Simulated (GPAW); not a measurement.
# Quasiparticle gap of TlS (GaSe-type monolayer) in GPAW, part 2 of 2

Wanted: ground state, empty states, screening and self-energy for TlS (GaSe-type monolayer).

GPAW 26.7.0; LDA and many-body steps on it, plane waves. Known limits of the many-body steps: short of the basis limit; no spin-orbit coupling.

So far. Step 3 (Bands along the symmetry lines): The gap is 1.017 eV, −0.004 eV from the run before at this level. Step 4 (Empty states on the mesh, 6×6×1 mesh, 350 bands): On this mesh the gap is 1.018 eV.

## (5) Screening and self-energy, 6×6×1 mesh, 158 bands, screening to 48 eV

G0W0 replaces the xc potential by the self-energy, built once from these orbitals. Only a window of levels is corrected, while the sums run over the empty bands that the input names.

This step: G0W0 on LDA, plane waves, PAW.

File run.py:

```python
import json
import numpy as np
from gpaw.mpi import world
from gpaw.response.g0w0 import G0W0

gw = G0W0('full.gpw',
    filename='gw',
    kpts=[0, 1],
    bands=(17, 21),
    ecut=48,
    nbands=158,
    truncation='2D',
    integrate_gamma='sphere',
    q0_correction=True,
    frequencies={'type': 'nonlinear', 'domega0': 0.15, 'omega2': 15.0},
    eta=0.1,
    nblocksmax=True)
gw.calculate()
res = {mode: {k: v for k, v in r.items() if k != 'sigma_eskwn'}
       for mode, r in gw.all_results.items()}

if world.rank == 0:
    with open('result.json', 'w') as f:
        json.dump(res, f, default=lambda x: x.tolist())
```

Run with:

```
$ mpirun -n 8 gpaw python run.py
```

What it wrote:

```text
Using integrator: PointIntegrator
NonLinearFrequencyDescriptor(from 0.000 to 58.382 eV, 150 points)
Nonperiodic BCs:  [False False  True]
Using integrator: PointIntegrator
NonLinearFrequencyDescriptor(from 0.000 to 58.382 eV, 150 points)
Nonperiodic BCs:  [False False  True]
Applying analytical 2D correction to W:
    Evaluating Gamma point contribution to W on a 25x25x1 grid
  ___  _ _ _
 |   || | | |
 | | || | | |
 |__ ||_____|
 |___|

BZ k-points: Symmetries present (total): 12

  [... matrices ...]
36 k-points: 6 x 6 x 1 Monkhorst-Pack grid + [1/12,1/12,0.000000]
7 k-points in the irreducible part of the Brillouin zone
       k-points in crystal coordinates                weights
   0:     0.00000000    0.00000000    0.00000000          1/36
   1:     0.16666667    0.00000000    0.00000000          6/36
   2:     0.33333333   -0.16666667    0.00000000          6/36
   3:     0.33333333    0.00000000    0.00000000          6/36
   4:     0.33333333    0.33333333    0.00000000          2/36
   5:     0.50000000    0.33333333    0.00000000         12/36
   6:     0.50000000    0.50000000    0.00000000          3/36

Distributing spins, k-points and bands (1 x 2 x 4) over 1 process
Number of blocks: 8

Quasi particle states:
k-points (IBZ indices): [0, 1]
Band range: (17, 21)
  [... matrices ...]
Computational parameters:
Plane wave cut-off: 48 eV
Number of bands: 158
Coulomb cutoff: 2D
Broadening: 0.1 eV

fxc modes: GW
Kernel: RPA
Using full-frequency real axis integration
Summing all q:

Calculating screened Coulomb potential
2D Coulomb truncation
NonLinearFrequencyDescriptor(from 0.000 to 58.382 eV, 150 points)
Removing empty qpoint cache files...

Calculating chi0 body with:
    Ground state adapter containing:
    Number of spins: 1
    Number of kpoints: 36
    Number of irreducible kpoints: 7
    Number of completely occupied states: 19
    Number of partially occupied states: 19
    Occupied states memory: 9.27734375 M / cpu

    Linear response parametrization:
    q_c: [1.387779e-17, 1.387779e-17, 0.0]
    Number of frequency points: 150
    Planewave cutoff: 48.0
    Number of bands: 158
    Number of planewaves: 149
    Broadening (eta): 0.1
    comm.size: 8
    kncomm.size: 1
    blockcomm.size: 8

    Memory estimate of potentially large arrays:
        chi0_wGG: 6.351757 M / cpu
Integrating chi0 body.

Symmetries of q_c:
    Direct symmetries (Uq -> q): 12
    Indirect symmetries (TUq -> q): 12
In total 24 allowed symmetries.

  [... matrices ...]
7 groups of equivalent kpoints. 80.555556% reduction.

Integral kind: spectral function
Integrating chi0 head and wings.

Symmetries of q_c:
    Direct symmetries (Uq -> q): 12
    Indirect symmetries (TUq -> q): 12
In total 24 allowed symmetries.

  [... matrices ...]
7 groups of equivalent kpoints. 80.555556% reduction.

Integral kind: spectral function wings

Calculating chi0 body with:
    Ground state adapter containing:
    Number of spins: 1
    Number of kpoints: 36
    Number of irreducible kpoints: 7
    Number of completely occupied states: 19
    Number of partially occupied states: 19
[... the further q-points ...]

Results:
f:      Occupation numbers
eps:     KS-eigenvalues [eV]
vxc:     KS vxc [eV]
exx:     Exact exchange [eV]
sigma:   Self-energies [eV]
dsigma:  Self-energy derivatives
Z:       Renormalization factors
qp:      QP-energies [eV]

k-point 0 (0): (0.000, 0.000, 0.000)                GW
band       f     eps     vxc     exx   sigma  dsigma       Z      qp
                                                                   GW
  17   1.000  -1.522 -16.868 -19.045   2.087  -0.390   0.719  -1.586
  18   1.000  -1.209 -14.538 -16.376   1.516  -0.388   0.720  -1.440
  19   0.000  -0.113 -14.812 -11.716  -1.734  -0.331   0.751   0.910
  20   0.000   1.689 -13.048  -8.775  -2.856  -0.289   0.776   2.787

k-point 1 (1): (0.167, 0.000, 0.000)                GW
band       f     eps     vxc     exx   sigma  dsigma       Z      qp
                                                                   GW
  17   1.000  -1.782 -16.606 -18.904   2.164  -0.402   0.713  -1.878
  18   1.000  -1.131 -14.814 -16.640   1.550  -0.381   0.724  -1.331
  19   0.000   0.707 -15.929 -12.374  -1.973  -0.353   0.739   1.877
  20   0.000   2.497 -13.324  -8.803  -3.039  -0.323   0.756   3.618
```

Elapsed: 98 s, on 8 MPI ranks of Arm Neoverse V1, shared host; peak memory 3 GiB.

Read from the output:

```yaml
g0w0_gap_on_the_mesh: 2.241 eV
least_direct_g0w0_gap_on_the_computed_points: 2.351 eV
z_at_the_valence_top: 0.7241
z_at_the_conduction_bottom: 0.7514
starting_gap_on_the_mesh: 1.018 eV
k_of_the_valence_top: 0.1667, 0, 0
k_of_the_conduction_bottom: 0, 0, 0
```

The gap on the mesh goes from 1.02 eV to 2.24 eV, a correction of +1.22 eV.

Limits: finite bands, cutoff and mesh; no spin-orbit coupling. v1 is the top filled band, c1 the lowest empty one. Levels before and after the correction, in eV, zero at the valence-band top of each column:

|  | conduction bottom | valence top |
| --- | --- | --- |
| Kohn-Sham | 1.02 | 0.00 |
| G0W0 | 2.24 | 0.00 |

|  | level | energy (eV) |
| --- | --- | --- |
| Kohn-Sham | Γ v2 | -0.391 |
| Kohn-Sham | Γ v1 | -0.078 |
| Kohn-Sham | Γ c1 | 1.018 |
| Kohn-Sham | Γ c2 | 2.819 |
| Kohn-Sham | (0.167 0 0) v2 | -0.652 |
| Kohn-Sham | (0.167 0 0) v1 | 0.000 |
| Kohn-Sham | (0.167 0 0) c1 | 1.838 |
| Kohn-Sham | (0.167 0 0) c2 | 3.628 |
| G0W0 | Γ v2 | -0.256 |
| G0W0 | Γ v1 | -0.110 |
| G0W0 | Γ c1 | 2.241 |
| G0W0 | Γ c2 | 4.118 |
| G0W0 | (0.167 0 0) v2 | -0.547 |
| G0W0 | (0.167 0 0) v1 | 0.000 |
| G0W0 | (0.167 0 0) c1 | 3.208 |
| G0W0 | (0.167 0 0) c2 | 4.949 |

## (6) Where the time went

Times are wall times on the hardware named with each run, good to a factor of about two.

| step | time | share | memory (GiB) |
| --- | --- | --- | --- |
| ground state | 9.4 s | 4 % | 1.4 |
| bands along the symmetry lines | 13 s | 6 % | 1.5 |
| empty states on the mesh | 2 min | 49 % | 10 |
| screening and self-energy | 98 s | 41 % | 3.0 |

## (7) Results

- LDA gap: 1.02 eV, indirect
- G0W0 gap on the mesh: 2.24 eV
- GW settings: 6×6×1 mesh, 158 bands, screening to 48 eV, full frequency, Hilbert transform
- known limits: short of the basis limit; no spin-orbit coupling

In words: G0W0 moves the gap on the mesh from 1.02 eV to 2.24 eV (+1.22 eV), with Z of 0.72 and 0.75 at the edges. Bands and cutoff are finite, so the gap stands short of the basis limit, usually by up to a few tenths of an eV; the mesh is an error of its own. In this program the long-wavelength screening can come out low in d oxides and layered crystals. Where an edge is built on 6p states of lead, bismuth or thallium, scalar-relativistic gaps usually stand too wide, by a few tenths to over one eV. The many-body steps are scalar-relativistic: spin-orbit coupling is not in them.

[Long decimals in the printed logs are rounded to 6 places.]

[Logs are printed without paths, hosts, clocks, repeated set-up lines and the standing remarks that a program may print on its own settings, such as how far it seeks lower states.]

[Paths, hosts, dates, memory and timing lines, banners, echoed tables and standing remarks are left out of the program output; an Ansatz launch command may be rebuilt from the run's recorded settings. Measured values are a selection of at most five: reports struck by readers or far from the other reports are left out. None is set beside runs whose start may be inverted or whose files or cutoffs have a known fault.]

[Runs of the session that timed out or met a known fault of the program may be left out.]

[Hosts, paths, dates, database ids (printed as entryN), source tags and the programs' standing remarks are cut or masked in the printed files.]

[Where the starting crystal was built by hand or by swapping elements, it need not be the compound's stable phase.]
